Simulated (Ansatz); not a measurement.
# CsPbCl3 (model cell, started as cubic perovskite with Pb in the octahedra): a soft mode frozen in

Which phase does CsPbCl3 (model cell, started as cubic perovskite with Pb in the octahedra) fall into along its unstable mode, and how much energy does it gain?

Calculated with Ansatz 0.2.0; DFT LDA, scalar-relativistic, plane waves, PAW; PAW set soft_1.

**1. The starting structure**

It takes space group Pm-3m (No. 221, cubic). The conventional cell has a = 5.520 Å, b = 5.520 Å, c = 5.520 Å, α = 90.00°, β = 90.00°, γ = 90.00°. Nearest to Cs lie 12 Cl at 3.90 Å. Nearest to Pb lie 6 Cl at 2.76 Å. Nearest to Cl lie 2 Pb at 2.76 Å and 4 Cs at 3.90 Å. Farther neighbours and most contacts between anions are not listed.

**2. The dispersion**

The cell comes from relaxations at this level that are not shown. Stability and thermal properties need the whole zone. Linear response on a 2×2×2 q mesh gives force constants as far as a supercell of that size would, and the tensors from the zone-centre run are typed in so that the long-range dipole term is interpolated apart.

input.yaml

```yaml
crystal:
  lattice:
    - [5.5203976441, 0.0, 0.0]
    - [0.0, 5.5203976441, 0.0]
    - [0.0, 0.0, 5.5203976441]
  atoms:
    - { symbol: Cs, position: [0.0, 0.0, 0.0] }
    - { symbol: Pb, position: [0.5, 0.5, 0.5] }
    - { symbol: Cl, position: [0.5, 0.5, 0.0] }
    - { symbol: Cl, position: [0.5, 0.0, 0.5] }
    - { symbol: Cl, position: [0.0, 0.5, 0.5] }
kpoints:
  mp_grid: { grid: [10, 10, 10] }
hamiltonian:
  xc: lda
  pseudopotentials: { kind: paw, azcp: { folder: soft_1 }, xc_functional: pbe }
scf:
  occupations: { method: fixed }
output:
  eigenvalues: true
phonons:
  method: dfpt
  qmesh: [2, 2, 2]
  temperatures: { t_max: 1000, t_step: 50 }
  qpath:
    path:
      - [[0.0, 0.0, 0.0], [0.0, 0.5, 0.0], [0.5, 0.5, 0.0], [0.0, 0.0, 0.0], [0.5, 0.5, 0.5], [0.0, 0.5, 0.0]]
      - [[0.5, 0.5, 0.5], [0.5, 0.5, 0.0]]
    npoints: 10
  non_analytic_term:
    high_frequency_dielectric_tensor: [[4.3736, 0.0, 0.0], [0.0, 4.3736, 0.0], [0.0, 0.0, 4.3736]]
    born_effective_charges:
      - { species: Cs, tensor: [[1.3254, 0.0, 0.0], [0.0, 1.3254, 0.0], [0.0, 0.0, 1.3254]] }
      - { species: Pb, tensor: [[4.0189, 0.0, 0.0], [0.0, 4.0189, 0.0], [0.0, 0.0, 4.0189]] }
      - { species: Cl, tensor: [[-0.7096, 0.0, 0.0], [0.0, -0.7096, 0.0], [0.0, 0.0, -3.925]] }
      - { species: Cl, tensor: [[-0.7096, 0.0, 0.0], [0.0, -3.925, 0.0], [0.0, 0.0, -0.7096]] }
      - { species: Cl, tensor: [[-3.925, 0.0, 0.0], [0.0, -0.7096, 0.0], [0.0, 0.0, -0.7096]] }
    source: "zone-centre run at this cell"
```

Launch:

```bash
$ ansatz run input.yaml --threads 4 --pin off --max-ram 16384MiB --backend cpu --events-out ev --progress --plain --runs-dir out
```

Numbers of over 12 decimals in the logs are rounded to 6 here.

What it wrote:

```text
Engine: ansatz 0.2.0, x86_64-unknown-linux-gnu
Pseudopotentials: kind: paw
Pseudopotential: Cs, paw, valence charge 9, recommended cutoff 420 eV (normal), soft_1/Cs.paw.azcp
Pseudopotential: Pb, paw, valence charge 14, recommended cutoff 420 eV (normal), soft_1/Pb.paw.azcp
Pseudopotential: Cl, paw, valence charge 7, recommended cutoff 420 eV (normal), soft_1/Cl.paw.azcp
Functional definition: SPW92
  exchange = slater_x
  correlation = pw_c
Crystal: 5 atoms, lattice volume = 168.233 Å³
Basis set: ecut = 420 eV, 3287 PW (Γ), exchange–correlation on 80×80×80 points (8 copies of the dense FFT grid, shifted against one another)
Bands: 27, of which v1, the nominal top of the filled ones, is band 22 counted from 1 (21 counted from 0)
Symmetry: 48 space group operations
k-points: 56 of 1000
Non-local potential: Cs, projectors of the file, l = 0: 3, l = 1: 2, l = 2: 2, l = 3: 2
Non-local potential: Pb, projectors of the file, l = 0: 2, l = 1: 2, l = 2: 2, l = 3: 1
Non-local potential: Cl, projectors of the file, l = 0: 2, l = 1: 2, l = 2: 1
PAW form: soft (Blöchl's): semilocal exchange-correlation on the pseudo side does not see the compensation charge
PAW frozen core: Cs, regenerated for the run's functional, and the local potential with it (the file was generated under x = pbe(κ = 0.804, μ = 0.219515), c = pbe(β = 0.066725))
PAW frozen core: Pb, regenerated for the run's functional, and the local potential with it (the file was generated under x = pbe(κ = 0.804, μ = 0.219515), c = pbe(β = 0.066725))
PAW frozen core: Cl, regenerated for the run's functional, and the local potential with it (the file was generated under x = pbe(κ = 0.804, μ = 0.219515), c = pbe(β = 0.066725))
PAW one-centre angular grid: Cs, 194 points (default); XC on 64 Gauss nodes
PAW one-centre angular grid: Pb, 590 points (default); XC on 64 Gauss nodes
PAW one-centre angular grid: Cl, 110 points (default); XC on 64 Gauss nodes
Initial density: superposition of atomic densities (chi_scale 0.1, normalization cell, long waves kept (reshape's long-wave potential 0.00 eV rms))
Initial wavefunctions: pseudopotential atomic-orbital guess
Functional: x = slater, c = lda
SCF iter   1: F=—  HF=-20249.820572 eV  |F-HF|=—  |Δ(HF+E_count)|=         —  Δρ=2.44e-2  dr2=2.26e0  ethr=3.10e-3  ⟨swp⟩=5.0  Hψ=6399  notcnv=0  defer=93
preconditioner: auto → Resta (q_TF=auto, 2.182 Å⁻¹)  ε∞=3.1  [insulator: Δε(μ)=1.201 eV  Ē_g=12.676 eV  n_scr=26 (ndim 8)  ℏωp=18.6 eV  f_vac=0.010  ε∞_Penn≈3.1]
SCF iter   2: F=—  HF=-20249.035904 eV  |F-HF|=—  |Δ(HF+E_count)|=   7.85e-1  Δρ=1.08e-2  dr2=6.54e-1  ethr=3.10e-3  ⟨swp⟩=3.4  Hψ=3331  notcnv=0  defer=118
SCF iter   3: F=—  HF=-20248.704520 eV  |F-HF|=—  |Δ(HF+E_count)|=   3.31e-1  Δρ=3.25e-3  dr2=5.75e-2  ethr=1.49e-3  ⟨swp⟩=3.5  Hψ=3145  notcnv=0  defer=153
SCF iter   4: F=—  HF=-20248.676934 eV  |F-HF|=—  |Δ(HF+E_count)|=   2.76e-2  Δρ=1.13e-3  dr2=3.31e-3  ethr=1.31e-4  ⟨swp⟩=3.6  Hψ=2865  notcnv=0  defer=154
SCF iter   5: F=—  HF=-20248.676556 eV  |F-HF|=—  |Δ(HF+E_count)|=   3.78e-4  Δρ=1.81e-4  dr2=6.03e-5  ethr=7.53e-6  ⟨swp⟩=3.0  Hψ=2395  notcnv=0  defer=164
SCF iter   6: F=—  HF=-20248.676593 eV  |F-HF|=—  |Δ(HF+E_count)|=   3.79e-5  Δρ=2.11e-5  dr2=6.71e-7  ethr=1.37e-7  ⟨swp⟩=2.0  Hψ=2214  notcnv=0  defer=162
SCF iter   7: F=—  HF=-20248.676598 eV  |F-HF|=—  |Δ(HF+E_count)|=   4.87e-6  Δρ=4.47e-6  dr2=2.31e-8  ethr=1.52e-9  ⟨swp⟩=2.1  Hψ=2691  notcnv=0  defer=147
SCF iter   8: F=—  HF=-20248.676598 eV  |F-HF|=—  |Δ(HF+E_count)|=   1.11e-9  Δρ=1.08e-6  dr2=1.69e-9  ethr=5.24e-11  ⟨swp⟩=2.0  Hψ=2587  notcnv=0  defer=147
SCF iter   9: F=—  HF=-20248.676598 eV  |F-HF|=—  |Δ(HF+E_count)|=  5.28e-10  Δρ=2.02e-7  dr2=1.02e-10  ethr=3.84e-12  ⟨swp⟩=2.0  Hψ=2632  notcnv=0  defer=147
SCF iter  10: F=-20248.676598 eV  HF=-20248.676598 eV  |F-HF|=0.00e0  |Δ(HF+E_count)|=  1.46e-10  Δρ=4.48e-8  dr2=7.21e-12  ethr=1.00e-12  ⟨swp⟩=15.8  Hψ=11068  notcnv=0
SCF 1 converged in 10 iterations: F = -20248.676598 eV  dr2 = 7.21e-12
  greatest PAW one-centre occupation: 0.983 electrons in one spin orbital (limit 2), on the Pb atom at site 1 (counted from 0), in its partial waves of l = 2
NSCF: frozen V_eff on 56 k-points
NSCF: frozen V_eff on 216 k-points
DFPT response loops at q = (0, 0, 0) (fractional): preconditioner auto → Resta (q_TF=auto, 2.182 Å⁻¹)  ε∞=6.2 (no band partly filled); β = 1.00, the filter's whole step (`scf.mixing.beta` (0.50) is not read by the response loops at its default; to damp them type it under 1.00, their step now; it binds the ground state too); Broyden in place of MSR1
NSCF: frozen V_eff on 432 k-points
DFPT response loops at q = (0, 0, -0.5) (fractional): mixed as the last ones told, above
NSCF: frozen V_eff on 432 k-points
DFPT response loops at q = (0, -0.5, -0.5) (fractional): mixed as the last ones told, above
NSCF: frozen V_eff on 432 k-points
DFPT response loops at q = (-0.5, -0.5, -0.5) (fractional): mixed as the last ones told, above
SCF converged after 10 iterations
Free energy (F): -20248.676598 eV
Harris-Foulkes:  -20248.676598 eV  (|F-HF|=0.00e0)
Internal energy: -20248.676598 eV  (E = F + TS)
E sigma→0 (E₀):  -20248.676598 eV
Fermi energy:    4.514441 eV
--- Per-component energies (eV) ---
  E_band       = -226.626475
  E_kinetic    = 895.019935
  E_local      = -2560.422849  (includes V_loc(G=0)·N_el)
  E_nonlocal   = 433.288682
  E_hartree    = 960.115708
  E_xc         = -702.999852
  E_vxc        = -626.787125  (∫ρ·V_xc dr)
  E_paw        = -16857.766126  (= ΣΔE_a)
  E_vpaw       = -287.956911  (= ΣTr[D̂ρ^β])
  E_aug_tail   = 0.000325  (compensation charges beyond the density's cutoff)
  E_ewald      = -2416.676833
  E_core_change = 0.764411  (= ΣΔE_core)
  E_smearing   = -0.000000  (= −TS)
  E_closure    = 0.000000  (closes the sum)
  Σ components = -20248.676598   (vs F -20248.676598, Δ=0.00e0)
--- Band table (eV; the first three rows and the last of 56) ---
  k-point 0: bands = [... 18 lower, 1.5588, 1.6961, 1.6961, 1.6961, 7.2688, 8.2230, 8.2230, 9.2104, ... 1 higher]
  k-point 1: bands = [... 18 lower, 1.5479, 1.6837, 1.6837, 1.6928, 7.3772, 8.2979, 8.3036, 9.2468, ... 1 higher]
  k-point 2: bands = [... 18 lower, 1.5200, 1.6505, 1.6505, 1.7304, 7.6719, 8.5157, 8.5271, 9.3532, ... 1 higher]
  k-point 55: bands = [... 18 lower, 2.0438, 2.0438, 2.0438, 4.5144, 6.0530, 6.0530, 6.0530, 9.0629, ... 1 higher]
--- Phonons (Γ-DFPT): 4 representative perturbations + reference (Σ response iterations 13) ---
  ASR residual: 7.065e-5 → 0.000e0 eV/Å²; symmetrization residual: 2.738e-5 eV/Å²
  ASR residual per site (eV/Å²): 1.79e-5 3.73e-7 7.06e-5 7.06e-5 7.06e-5
  Γ frequencies (cm⁻¹): -27.65 -27.65 -27.65 -18.72 -18.72 -18.72 0.00 0.00 0.00 44.08 44.08 44.08 163.53 163.53 163.53
--- Phonons (arbitrary-q DFPT): 4 irreducible q on the 2×2×2 mesh ---
  q = [0.0000, 0.0000, 0.0000] (star 1, of the zone-centre solve; hermiticity 1.65e-5, symmetrization 7.99e-12): -27.65 -27.65 -27.65 -18.72 -18.72 -18.72 -0.00 -0.00 0.00 44.08 44.08 44.08 163.53 163.53 163.53
  q = [0.0000, 0.0000, -0.5000] (star 3, 9 solved perturbations in 1674 linear systems a pass and spin channel, the states on 216 of 1000 k-point pairs; hermiticity 5.90e-6, symmetrization 3.75e-13): -17.58 -17.58 -13.54 -13.54 24.77 35.16 35.16 36.27 36.27 39.69 50.72 114.52 163.87 163.87 266.82
  q = [0.0000, -0.5000, -0.5000] (star 3, 9 solved perturbations in 1674 linear systems a pass and spin channel, the states on 216 of 1000 k-point pairs; hermiticity 5.51e-6, symmetrization 2.07e-12): -55.33 -27.48 -27.48 8.00 30.89 32.93 32.93 43.72 43.72 84.59 107.99 107.99 164.04 244.37 274.51
  q = [-0.5000, -0.5000, -0.5000] (star 1, 4 solved perturbations in 594 linear systems a pass and spin channel, the states on 216 of 1000 k-point pairs; hermiticity 7.72e-7, symmetrization 8.04e-12): -55.78 -55.78 -55.78 -14.88 -14.88 -14.88 78.04 78.04 78.04 105.07 105.07 105.07 244.16 244.16 279.80
  sum rule: each row above includes the acoustic sum rule's correction from the zone centre's row sums; it moved no ω² by more than (0.74 cm⁻¹)²
  mesh force constants: q→R imaginary residual 5.78e-18; ASR residual 7.065e-5 → 0.000e0 eV/Å²; symmetrization residual 5.329e-15 eV/Å²
  interpolated dispersion: 63 rows × 15 modes
  density of states and harmonic sums: on the 12×12×12 q-mesh, interpolated from the force constants of a 2×2×2 supercell (with the dipole–dipole term of supplied tensors)
  largest difference from the sums on the solved wave vectors: F 1.07e-1 eV, S 1.37e-4 and C_V 2.99e-5 eV/K
  zero-point energy: 0.066997 eV/cell   skipped modes (ω ≤ 0): 361, of them read as no rigid motion or as one in doubt: 358 (4.151e0 modes/cell left out, lowest -55.78 cm⁻¹)   left out of the sums: 2.77e-1 of the cell's modes: C_V's classical limit lies that fraction below 3 k_B per atom; for a crystal, a wire or a layer, F and S can be off by more, and a phonons.interpolated_qmesh denser along its periods is the remedy for the sampling
```

Wall time 7.9 min (4 threads of Intel Xeon Platinum 8259CL at 2.50GHz (Skylake/Cascade Lake), shared host); peak memory 2.5 GiB; 31 min of CPU time.

Numbers from this step:

```
gap on the k-mesh                                       : 1.539 eV
volume per atom                                         : 33.65 Å³
sum-rule residual before enforcement                    : 7.06e-5 eV/Å²
lowest frequency on the path                            : -55.78 cm⁻¹
point group                                             : m-3m
highest frequency on the path or at a solved wavevector : 279.8 cm⁻¹
highest optical mode at the zone centre (no LO-TO term) : 163.5 cm⁻¹
lowest optical zone-centre mode                         : -27.65 cm⁻¹
lowest mode on the q mesh (acoustic modes at Γ apart)   : -55.78 cm⁻¹
```

Frequencies (cm⁻¹) solved at each irreducible wavevector; negative means imaginary. Frequencies by wavevector, by row:

```
q in reciprocal lattice units  star  mode 1  mode 2  mode 3  mode 4  mode 13  mode 14  mode 15
                        0 0 0     1   -27.6   -27.6   -27.6   -18.7    163.5    163.5    163.5
                     0 0 -0.5     3   -17.6   -17.6   -13.5   -13.5    163.9    163.9    266.8
                  0 -0.5 -0.5     3   -55.3   -27.5   -27.5       8      164    244.4    274.5
               -0.5 -0.5 -0.5     1   -55.8   -55.8   -55.8   -14.9    244.2    244.2    279.8
```

Interpolated from a 2×2×2 q mesh, with the LO-TO term (at Γ the limit along the path; where Γ stands inside the path, tables give the limit on arrival). Phonon branches along the path, in cm⁻¹:

```
    point  branch 1  branch 2  branch 3  branch 4  branch 12  branch 13  branch 14  branch 15
        Γ       -28       -28       -19       -19         46        164        164        250
  halfway       -24       -24       -13       -13         87        164        164        258
        X       -18       -18       -14       -14        114        164        164        267
  halfway       -44       -20       -19       -12        111        164        211        268
        M       -55       -28       -28         8        108        164        244        274
  halfway       -39       -23       -19         6         87        164        200        254
        Γ       -28       -28       -19       -19         46        164        164        250
  halfway       -40       -36       -36        -8         87        203        203        252
        R       -56       -56       -56       -15        105        244        244        280
  halfway       -46       -42       -36       -13        109        205        217        268
        X       -18       -18       -14       -14        114        164        164        267
jump to R       -56       -56       -56       -15        105        244        244        280
  halfway       -56       -45       -45       -12        107        210        244        275
        M       -55       -28       -28         8        108        164        244        274
```

Symmetry leaves 4 wavevectors to solve. The lowest mode among them, the acoustic zeros apart, lies at q = (-0.5, -0.5, -0.5) and is imaginary, 55.8i cm⁻¹, so the energy falls along it.

**3. The mode frozen in, largest atomic shift 0 Å**

The mode followed lies at q = (-0.5, -0.5, -0.5) with frequency 55.8i cm⁻¹ and is 3-fold degenerate, the softest among the wavevectors solved. At small amplitude the distorted cell has space group no. 140 by a symmetry search on the positions. The undistorted cell that holds it gives the zero of energy on the same k mesh.

System of this step: CsPbCl3 (model cell, started as cubic perovskite with Pb in the octahedra). Symmetry: Pm-3m, No. 221, cubic system. Conventional cell: a = 5.520 Å, b = 5.520 Å, c = 5.520 Å, α = 90.00°, β = 90.00°, γ = 90.00°. Nearest to Cs lie 12 Cl at 3.90 Å. Nearest to Pb lie 6 Cl at 2.76 Å. Nearest to Cl lie 2 Pb at 2.76 Å and 4 Cs at 3.90 Å. Farther neighbours and most contacts between anions are not listed.

input.yaml

```yaml
crystal:
  lattice:
    - [5.5203976441, 5.5203976441, 0.0]
    - [5.5203976441, 0.0, 5.5203976441]
    - [5.5203976441, 0.0, -5.5203976441]
  atoms:
    - { symbol: Cs, position: [0.0, 0.0, 0.0] }
    - { symbol: Cs, position: [0.0, 0.5, 0.5] }
    - { symbol: Pb, position: [0.5, 0.25, 0.75] }
    - { symbol: Pb, position: [0.5, 0.75, 0.25] }
    - { symbol: Cl, position: [0.5, 0.0, 0.0] }
    - { symbol: Cl, position: [0.5, 0.5, 0.5] }
    - { symbol: Cl, position: [0.0, 0.5, 0.0] }
    - { symbol: Cl, position: [0.0, 0.0, 0.5] }
    - { symbol: Cl, position: [0.5, 0.0, 0.5] }
    - { symbol: Cl, position: [0.5, 0.5, 0.0] }
kpoints:
  mp_grid: { grid: [8, 8, 8] }
hamiltonian:
  xc: lda
  pseudopotentials: { kind: paw, azcp: { folder: soft_1 }, xc_functional: pbe }
scf:
  occupations: { method: gaussian, width: 0.02 }
output:
  forces: true
  stress: true
  eigenvalues: true
```

What it wrote:

```text
[...]
Crystal: 10 atoms, lattice volume = 336.466 Å³
Basis set: ecut = 420 eV, 6615 PW (Γ)
Bands: 54, of which v1, the nominal top of the filled ones, is band 44 counted from 1 (43 counted from 0)
Symmetry: 96 space group operations
[...]
k-points: 29 of 512
[...]
k-point 0: bands = [... 40 lower, 2.0437, 2.0437, 2.0437, 4.5144, 6.0530, 6.0530, 6.0530, 7.2688, ... 5 higher]
  k-point 1: bands = [... 40 lower, 2.0019, 2.0019, 2.0234, 4.1821, 6.2424, 6.2424, 6.3692, 7.3945, ... 5 higher]
  k-point 2: bands = [... 40 lower, 1.9216, 1.9216, 1.9664, 3.5306, 6.7428, 6.7428, 6.9856, 7.7237, ... 5 higher]
  k-point 28: bands = [... 40 lower, 1.8266, 1.8266, 2.9233, 2.9233, 7.0067, 7.0067, 8.3788, 8.3788, ... 5 higher]
[key lines of the parts left out:]
SCF converged after 8 iterations
Free energy (F): -40497.353293 eV
Fermi energy:    5.283564 eV
P = ⅓ Tr σ = -0.0098 GPa (-0.098 kbar)
```

The job ended after 11 s (4 threads; peak memory 0.99 GiB).

Numbers from this step:

```
pressure                         : -0.009807 GPa
energy from the undistorted cell : 0 meV/atom
```

At this level the gap is 1.54 eV on the k-mesh of the self-consistent run, which can miss the band edges.

**4. The mode frozen in, largest atomic shift 0.6 Å**

The atoms are moved along the unstable eigenvector, the largest shift by 0.6 Å, with the cell fixed.

input.yaml, the sections that differ from step 3:

```yaml
crystal:
  lattice:
    - [5.5203976441, 5.5203976441, 0.0]
    - [5.5203976441, 0.0, 5.5203976441]
    - [5.5203976441, 0.0, -5.5203976441]
  atoms:
    - { symbol: Cs, position: [0.0, 0.0, 0.0] }
    - { symbol: Cs, position: [0.0, 0.5, 0.5] }
    - { symbol: Pb, position: [0.5, 0.25, 0.75] }
    - { symbol: Pb, position: [0.5, 0.75, 0.25] }
    - { symbol: Cl, position: [0.5, 0.0543439113, 0.0543439113] }
    - { symbol: Cl, position: [0.5, 0.4456560887, 0.4456560887] }
    - { symbol: Cl, position: [0.0, 0.5, 0.0] }
    - { symbol: Cl, position: [0.0, 0.0, 0.5] }
    - { symbol: Cl, position: [0.5, -0.0543439113, 0.5543439113] }
    - { symbol: Cl, position: [0.5, 0.5543439113, -0.0543439113] }
# kpoints, hamiltonian, scf, output: as in step 3
```

What it wrote:

```text
[...]
Crystal: 10 atoms, lattice volume = 336.466 Å³
Basis set: ecut = 420 eV, 6615 PW (Γ)
Bands: 54, of which v1, the nominal top of the filled ones, is band 44 counted from 1 (43 counted from 0)
Symmetry: 16 space group operations
[...]
k-points: 59 of 512
[...]
k-point 0: bands = [... 40 lower, 1.8766, 1.9056, 1.9056, 4.0522, 6.0148, 6.0306, 6.0306, 7.4318, ... 4 higher]
  k-point 1: bands = [... 40 lower, 1.8766, 1.8882, 1.9202, 3.8040, 6.1659, 6.1868, 6.2664, 7.5531, ... 4 higher]
  k-point 2: bands = [... 40 lower, 1.8218, 1.8432, 1.9674, 3.2711, 6.5438, 6.6208, 6.8044, 7.8622, ... 4 higher]
  k-point 58: bands = [... 40 lower, 1.6708, 1.8917, 2.6765, 3.1625, 6.5494, 6.5494, 7.0129, 8.6336, ... 4 higher]
[key lines of the parts left out:]
SCF converged after 8 iterations
Free energy (F): -40497.511965 eV
Fermi energy:    5.033482 eV
P = ⅓ Tr σ = -0.5693 GPa (-5.693 kbar)
```

Elapsed: 19 s, on 4 threads; peak memory 1.2 GiB.

Numbers from this step:

| Quantity | Value |
| --- | --- |
| pressure | -0.5693 GPa |
| gap on the k-mesh | 1.963 eV |
| energy from the undistorted cell | -15.87 meV/atom |

The energy, extrapolated to zero smearing, is -15.87 meV/atom against the undistorted cell.

The run ends at a pressure of -0.57 GPa, with forces up to 0.029 eV/Å.

**5. Energy along the mode, all amplitudes (two of the runs are shown above)**

An imaginary frequency means negative curvature, so the energy should fall and then rise again as anharmonic terms take over.

This step gave:

| Quantity | Value |
| --- | --- |
| depth at the lowest point sampled | 15.87 meV/atom |
| largest atomic shift at that point | 0.6 Å |

Energy from the parent against largest atomic shift:

```
largest atomic shift (Å)  energy from the parent (meV/atom)
                   0.000                                  0
                   0.040                             -0.129
                   0.080                             -0.514
                   0.140                              -1.55
                   0.220                              -3.67
                   0.320                              -7.17
                   0.450                              -12.1
                   0.600                              -15.9
```

Displacement at unit largest shift by atom:

```
atom  x (Å)  y (Å)  z (Å)  size
 Cs1   0.00   0.00   0.00  0.00
 Cs2   0.00   0.00   0.00  0.00
 Pb3   0.00   0.00   0.00  0.00
 Pb4   0.00   0.00   0.00  0.00
 Cl5   1.00   0.00   0.00  1.00
 Cl6  -1.00   0.00   0.00  1.00
 Cl7   0.00   0.00   0.00  0.00
 Cl8   0.00   0.00   0.00  0.00
 Cl9   0.00   0.00  -1.00  1.00
Cl10   0.00   0.00   1.00  1.00
```

The lowest of the steps tried is the last one, at 0.6 Å, 15.9 meV/atom below the parent; the bottom of the well need not coincide with a step.

(Continued in part 2 of 2.)

[Logs are printed without paths, hosts, clocks, repeated set-up lines and the standing remarks that a program may print on its own settings, such as how far it seeks lower states.]

[Hosts, paths, dates, database ids (printed as entryN), source tags and the programs' standing remarks are cut or masked in the printed files.]
